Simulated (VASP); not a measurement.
# SnS (Pnma) in VASP: a series of runs

One crystal, SnS, is run at these levels: PBEsol, r2SCAN, PBE; tasks: relaxation of cell and atoms.

Everything below comes from runs of VASP 6.6.1. Logs are shortened: lines on timing, memory, paths and dates and some standing lists are left out, and cuts for length are marked.

## (1) Starting point

Symmetry: Pnma, No. 62, orthorhombic system. The conventional cell has a = 11.083 Å, b = 3.984 Å, c = 4.242 Å, α = 90.00°, β = 90.00°, γ = 90.00°. Sn (site symmetry m) is surrounded by 3 S at 2.63 to 2.67 Å. S (site symmetry m) is surrounded by 3 Sn at 2.63 to 2.67 Å.

## (2) Relaxation of cell and atoms, PBEsol

INCAR

```
SYSTEM = SnS
ALGO = Normal
EDIFF = 1E-7
EDIFFG = -0.005
ENCUT = 600
GGA = PS
IBRION = 2
ISIF = 3
ISMEAR = 0
KPAR = 2
LASPH = .TRUE.
LCHARG = .FALSE.
LREAL = .FALSE.
LWAVE = .FALSE.
NELM = 80
NSW = 90
PREC = Accurate
SIGMA = 0.03
```

KPOINTS

```
k-points
0
G
  4 8 6
  0 0 0
```

POSCAR

```
SnS                                     
1.0
   11.0829686077      0.0000000000      0.0000000000
    0.0000000000      3.9844556501      0.0000000000
    0.0000000000     -0.0000000000      4.2424905013
  Sn              S             
     4     4
Direct
     0.1183073364449069    0.2500000000000000    0.1134200494012284
     0.3816926635550931    0.7500000000000000    0.6134200494012284
     0.6183073364449069    0.2500000000000000    0.3865799505987715
     0.8816926635550931    0.7500000000000000    0.8865799505987716
     0.8534911889285614    0.2500000000000000    0.4730776821203960
     0.6465088110714386    0.7500000000000000    0.9730776821203959
     0.3534911889285616    0.2500000000000000    0.0269223178796039
     0.1465088110714385    0.7500000000000000    0.5269223178796041
```

Potentials or basis: VASP PAW PBE potentials, release 64 (Sn_d, S).

The run is started by

```sh
> cat potpaw_PBE.64/Sn_d/POTCAR potpaw_PBE.64/S/POTCAR > POTCAR
> mpirun -np 2 vasp_std > vasp.out
```

OUTCAR:

```text
SYSTEM = SnS
   EDIFF = 1E-7
   EDIFFG = -0.005
   ENCUT = 600
   GGA = PS
   IBRION = 2
   ISIF = 3
   ISMEAR = 0
   LASPH = .TRUE.
   LREAL = .FALSE.
   NELM = 80
   NSW = 90
   PREC = Accurate

 ion  position               nearest neighbor table
   1  0.118  0.250  0.113-   7 2.63   8 2.67   8 2.67   8 3.20   8 3.20   4 3.43   4 3.43
   2  0.382  0.750  0.613-   8 2.63   7 2.67   7 2.67   7 3.20   7 3.20   3 3.43   3 3.43
   3  0.618  0.250  0.387-   5 2.63   6 2.67   6 2.67   6 3.20   6 3.20   2 3.43   2 3.43
   4  0.882  0.750  0.887-   6 2.63   5 2.67   5 2.67   5 3.20   5 3.20   1 3.43   1 3.43
   5  0.853  0.250  0.473-   3 2.63   4 2.67   4 2.67   4 3.20   4 3.20
   6  0.647  0.750  0.973-   4 2.63   3 2.67   3 2.67   3 3.20   3 3.20
   7  0.353  0.250  0.027-   1 2.63   2 2.67   2 2.67   2 3.20   2 3.20
   8  0.147  0.750  0.527-   2 2.63   1 2.67   1 2.67   1 3.20   1 3.20

  LATTYP: Found a simple orthorhombic cell.
 ALAT       =     3.9844556501
 B/A-ratio  =     1.0647603773
 C/A-ratio  =     2.7815515044

  Lattice vectors:

 A1 = (   0.0000000000,   3.9844556501,   0.0000000000)
 A2 = (   0.0000000000,   0.0000000000,   4.2424905013)
 A3 = (  11.0829686077,   0.0000000000,   0.0000000000)

Analysis of symmetry for initial positions (statically):
=====================================================================
 Subroutine PRICEL returns:
 Original cell was already a primitive cell.

 Routine SETGRP: Setting up the symmetry group for a
 simple orthorhombic supercell.

 Subroutine GETGRP returns: Found  8 space group operations
 (whereof  2 operations were pure point group operations)
 out of a pool of  8 trial point group operations.

The static configuration has the point symmetry S_2 .
 The point group associated with its full space group is D_2h.

Analysis of symmetry for dynamics (positions and initial velocities):
=====================================================================
 Subroutine PRICEL returns:
 Original cell was already a primitive cell.

 Routine SETGRP: Setting up the symmetry group for a
 simple orthorhombic supercell.

 Subroutine GETGRP returns: Found  8 space group operations
 (whereof  2 operations were pure point group operations)
 out of a pool of  8 trial point group operations.

The dynamic configuration has the point symmetry S_2 .
 The point group associated with its full space group is D_2h.

 Subroutine INISYM returns: Found  8 space group operations
 (whereof  2 operations are pure point group operations),
 and found     1 'primitive' translations

----------------------------------------------------------------------------------------

                                     Primitive cell

  volume of cell :     187.3467

  direct lattice vectors                    reciprocal lattice vectors
    11.082968608  0.000000000  0.000000000     0.090228533  0.000000000  0.000000000
     0.000000000  3.984455650  0.000000000     0.000000000  0.250975312  0.000000000
     0.000000000  0.000000000  4.242490501     0.000000000  0.000000000  0.235710604

  length of vectors
    11.082968608  3.984455650  4.242490501     0.090228533  0.250975312  0.235710604

  position of ions in fractional coordinates (direct lattice)
     0.118307336  0.250000000  0.113420049
     0.381692664  0.750000000  0.613420049
     0.618307336  0.250000000  0.386579951
     0.881692664  0.750000000  0.886579951
     0.853491189  0.250000000  0.473077682
     0.646508811  0.750000000  0.973077682
     0.353491189  0.250000000  0.026922318
     0.146508811  0.750000000  0.526922318

  ion indices of the primitive-cell ions
   primitive index   ion index
                 1           1
                 2           2
                 3           3
                 4           4
                 5           5
                 6           6
                 7           7
                 8           8

----------------------------------------------------------------------------------------

 KPOINTS: k-points

Automatic generation of k-mesh.
 Grid dimensions read from file:
 generate k-points for:    4    8    6

 Generating k-lattice:

  Cartesian coordinates                     Fractional coordinates (reciprocal lattice)
     0.022557133  0.000000000  0.000000000     0.250000000  0.000000000  0.000000000
     0.000000000  0.031371914  0.000000000     0.000000000  0.125000000  0.000000000
     0.000000000  0.000000000  0.039285101     0.000000000  0.000000000  0.166666667

  Length of vectors
     0.022557133  0.031371914  0.039285101

  Shift w.r.t. Gamma in fractional coordinates (k-lattice)
     0.000000000  0.000000000  0.000000000

 Subroutine IBZKPT returns following result:
 ===========================================

 Found     60 irreducible k-points:

 Following reciprocal coordinates:
            Coordinates               Weight
  0.000000  0.000000  0.000000      1.000000
  0.250000  0.000000  0.000000      2.000000
  0.500000  0.000000  0.000000      1.000000
  0.000000  0.125000  0.000000      2.000000
  0.250000  0.125000  0.000000      4.000000
  0.500000  0.125000  0.000000      2.000000
[... 16 lines left out ...]
  0.250000  0.250000  0.166667      8.000000
  0.500000  0.250000  0.166667      4.000000
 [... further k-points ...]
   k-points           NKPTS =     60   k-points in BZ     NKDIM =     60   number of bands    NBANDS=     48
   number of dos      NEDOS =    301   number of ions     NIONS =      8
   total plane-waves  NPLWV = 103680
   dimension x,y,z NGX =    90 NGY =   32 NGZ =   36
   dimension x,y,z NGXF=   180 NGYF=   64 NGZF=   72
   ions per type =               4   4
   NGX,Y,Z   is equivalent  to a cutoff of  13.50, 13.35, 14.11 a.u.
   NGXF,Y,Z  is equivalent  to a cutoff of  27.00, 26.70, 28.21 a.u.
 SYSTEM =  SnS
   PREC   = accura    normal or accurate (medium, high low for compatibility)
   ISTART =      0    job   : 0-new  1-cont  2-samecut
   ICHARG =      2    charge: 1-file 2-atom 10-const
   ISPIN  =      1    spin polarized calculation?
   LNONCOLLINEAR =      F non collinear calculations
   LSORBIT =      F    spin-orbit coupling
   LASPH  =      T    aspherical Exc in radial PAW
   ENCUT  =  600.0 eV  44.10 Ry    6.64 a.u.  22.14  7.96  8.47*2*pi/ulx,y,z
   NELM   =     80;   NELMIN=  2; NELMDL= -5     # of ELM steps
   EDIFF  = 0.1E-06   stopping-criterion for ELM
   LREAL  =      F    real-space projection
   EDIFFG = -.5E-02   stopping-criterion for IOM
   NSW    =     90    number of steps for IOM
   IBRION =      2    ionic relax: 0-MD 1-quasi-New 2-CG
   NFREE  =      1    steps in history (QN), initial steepest desc. (CG)
   ISIF   =      3    stress and relaxation
   ISYM   =      2    0-nonsym 1-usesym 2-fastsym
   POTIM  = 0.5000    time-step for ionic-motion
   TEBEG  =    0.0;   TEEND  =   0.0 temperature during run
   PSTRESS=    0.0 pullay stress
   NELECT =      80.0000    total number of electrons
   NUPDOWN=      -1.0000    fix difference up-down
   EMIN   =  10.00;   EMAX   =-10.00  energy-range for DOS
   EFERMI =   0.00;   METHOD = LEGACY
   ISMEAR =     0;   SIGMA  =   0.03  broadening in eV -4-tet -1-fermi 0-gaus
   EFERMI_NEDOS =   21; number of points for ismear=-14 and -15
   IALGO  =     38    algorithm
   IMIX   =      4    mixing-type and parameters
     AMIX     =   0.40;   BMIX     =  1.00
     AMIX_MAG =   1.60;   BMIX_MAG =  1.00
  volume/ion in A,a.u.               =      23.42       158.03
  Fermi-wavevector in a.u.,A,eV,Ry     =   1.232791  2.329637 20.677780  1.519774
  Thomas-Fermi vector in A             =   2.367547
   LORBIT       =      0    0 simple, 1 ext, 2 COOP (PROOUT), +10 PAW based schemes
   GGA     = PS    functional components
   LHFCALC =     F    Hartree Fock is set to
   AEXX    =    0.0000 exact exchange contribution
   IVDW    =     0    specifies the selected vdW correction
   LEPSILON=     F    determine dielectric tensor
   LRPA    =     F    only Hartree local field effects (RPA)
 conjugate gradient relaxation of ions
 non-spin polarized calculation
 Gauss-broadening in eV      SIGMA  =   0.03
  energy-cutoff  :      600.00
  volume of cell :      187.35
 maximum number of plane-waves:      6278
 NGX is ok and might be reduce to    90
   NGX = 45   NGY = 15   NGZ = 17

--------------------------------------- Ionic step        1  -------------------------------------------

 number of electron      80.0000006 magnetization

 Free energy of the ion-electron system (eV)
  ---------------------------------------------------
  ext. energy  EPLUGINS =         0.00000000
  ---------------------------------------------------
  free energy    TOTEN  =       -38.39014663 eV

  energy without entropy =      -38.39014663  energy(sigma->0) =      -38.39014663

------------------------ aborting loop because EDIFF is reached ----------------------------------------

  FORCE on cell =-STRESS in cart. coord.  units (eV):
  Direction    XX          YY          ZZ          XY          YZ          ZX
  --------------------------------------------------------------------------------------
  -------------------------------------------------------------------------------------
  Total        0.0413840     -0.0639902     -0.0240503      0.0000000      0.0000000      0.0000000
  in kB        0.3539134     -0.5472403     -0.2056769      0.0000000      0.0000000      0.0000000
  external PRESSURE =      -0.1330013 kB  Pullay stress =       0.0000000 kB
[... 107 lines left out ...]
  FREE ENERGIE OF THE ION-ELECTRON SYSTEM (eV)
  ---------------------------------------------------
  free  energy   TOTEN  =       -38.3901948226 eV

  energy  without entropy=      -38.3901948226  energy(sigma->0) =      -38.39019482

[... ionic steps 4 to 11 ...]

--------------------------------------- Ionic step       12  -------------------------------------------

 number of electron      80.0000007 magnetization

------------------------ aborting loop because EDIFF is reached ----------------------------------------
[... 79 lines left out ...]
--------------------------------------- Ionic step       14  -------------------------------------------

 number of electron      80.0000006 magnetization

 Free energy of the ion-electron system (eV)
  ---------------------------------------------------
  ext. energy  EPLUGINS =         0.00000000
  ---------------------------------------------------
  free energy    TOTEN  =       -38.39045677 eV

  energy without entropy =      -38.39045677  energy(sigma->0) =      -38.39045677

 E-fermi :   6.6795     XC(G=0): -10.2085

 val. band max:        6.4988581531   @ k =   0.5000   0.0000   0.5000
 cond. band min:       7.2223989141   @ k =   0.0000   0.0000   0.0000
 fundamental gap:      0.7235407610
 Fermi energy:         6.6795061474

 k-point     1 :       0.0000    0.0000    0.0000
  band No.  band energies     occupation
      1     -14.7247      2.00000
      2     -14.7024      2.00000
      3     -14.7005      2.00000
      4     -14.6930      2.00000
      5     -14.6879      2.00000
      6     -14.6835      2.00000
[... 1213 lines left out ...]
     47      10.1086      0.00000
     48      10.1086      0.00000

 [... further k-points ...]

------------------------ aborting loop because EDIFF is reached ----------------------------------------

  FORCE on cell =-STRESS in cart. coord.  units (eV):
  Direction    XX          YY          ZZ          XY          YZ          ZX
  --------------------------------------------------------------------------------------
  -------------------------------------------------------------------------------------
  Total       -0.0307774     -0.0083454      0.0198503      0.0000000      0.0000000      0.0000000
  in kB       -0.2634580     -0.0714377      0.1699204      0.0000000      0.0000000      0.0000000
  external PRESSURE =      -0.0549918 kB  Pullay stress =       0.0000000 kB
[... 23 lines left out ...]
  FREE ENERGIE OF THE ION-ELECTRON SYSTEM (eV)
  ---------------------------------------------------
  free  energy   TOTEN  =       -38.3904567725 eV

  energy  without entropy=      -38.3904567725  energy(sigma->0) =      -38.39045677

 reached required accuracy - stopping structural energy minimisation
```

Wall time 23 min (2 MPI ranks of AMD EPYC 9R45 (Zen 5), shared host); peak memory 0.63 GiB.

Results:

- Free energy: -38.3905 eV
- Relaxed volume: 23.40 Å³/atom
- Relaxed cell: a = 11.102 Å, b = 3.986 Å, c = 4.230 Å, α = 90.00°, β = 90.00°, γ = 90.00°
- Space group after relaxing (to 0.05 Å): Pnma (No. 62)
- Energy gained by relaxing: 0.0 meV/atom
- Ionic steps: 14
- Pressure after relaxing: 0.0 GPa
- Largest force after relaxing: 0.003 eV/Å
- Band gap on the k mesh: 0.72 eV, indirect (least direct gap 1.08 eV)

Forces in eV/Å, atoms in the order of the input:
```
Sn   0.002  0.000 -0.002
Sn  -0.002  0.000 -0.002
Sn   0.002  0.000  0.002
Sn  -0.002  0.000  0.002
S    0.003  0.000  0.002
S   -0.003  0.000  0.002
S    0.003  0.000 -0.002
S   -0.003  0.000 -0.002
```

The path:
```
step  energy change (eV)  largest force (eV/Å)  pressure (GPa)  volume (Å³)
   1              0.0000                0.0091           -0.01       187.35
   2              0.0000                0.0093            0.00       187.29
   3              0.0000                0.0102            0.01       187.23
   4              0.0000                0.0100            0.01       187.25
   5             -0.0001                0.0073            0.00       187.25
   6             -0.0001                0.0058           -0.02       187.26
   7             -0.0001                0.0051            0.01       187.18
   8             -0.0001                0.0061            0.03       187.12
   9             -0.0002                0.0060            0.03       187.12
  10             -0.0002                0.0061            0.02       187.13
  11             -0.0003                0.0062            0.01       187.14
  12             -0.0003                0.0071           -0.01       187.18
  13             -0.0003                0.0068            0.00       187.17
  14             -0.0003                0.0031           -0.01       187.17
```

Final structure:
```
Sn S
1.0
    11.10224    0.00000    0.00000
     0.00000    3.98561    0.00000
     0.00000    0.00000    4.22986
Sn S
4 4
Direct
  0.11852 0.25000 0.10999
  0.38148 0.75000 0.60999
  0.61852 0.25000 0.39001
  0.88148 0.75000 0.89001
  0.85325 0.25000 0.47437
  0.64675 0.75000 0.97437
  0.35325 0.25000 0.02563
  0.14675 0.75000 0.52563
```

Levels at points of the mesh, in eV from the valence-band top:
```tsv
k point	band 38	band 39	band 40	band 41	band 42	band 43
(0.00, 0.00, 0.00)	-1.30	-0.81	-0.67	0.72	2.97	3.01
(0.50, 0.00, 0.00)	-2.23	-0.70	-0.70	2.62	2.62	2.77
(0.00, 0.50, 0.00)	-1.04	-0.77	-0.77	1.10	1.10	1.72
(0.50, 0.50, 0.00)	-1.00	-1.00	-1.00	1.58	1.58	1.58
(0.00, 0.00, 0.50)	-0.95	-0.09	-0.09	1.41	1.41	1.86
(0.50, 0.00, 0.50)	-0.72	0.00	0.00	1.30	1.30	1.81
(0.00, 0.50, 0.50)	-2.57	-1.59	-1.59	2.74	2.74	3.00
(0.50, 0.50, 0.50)	-1.77	-1.77	-1.77	2.54	2.54	2.54
```

Caveat: the PAW data sets were made with another functional, which shifts forces and pressure a little; spin-orbit coupling is left out, which moves the levels of the heavy elements. A k mesh can miss the band edges.

(Part 1 of 2 ends here.)
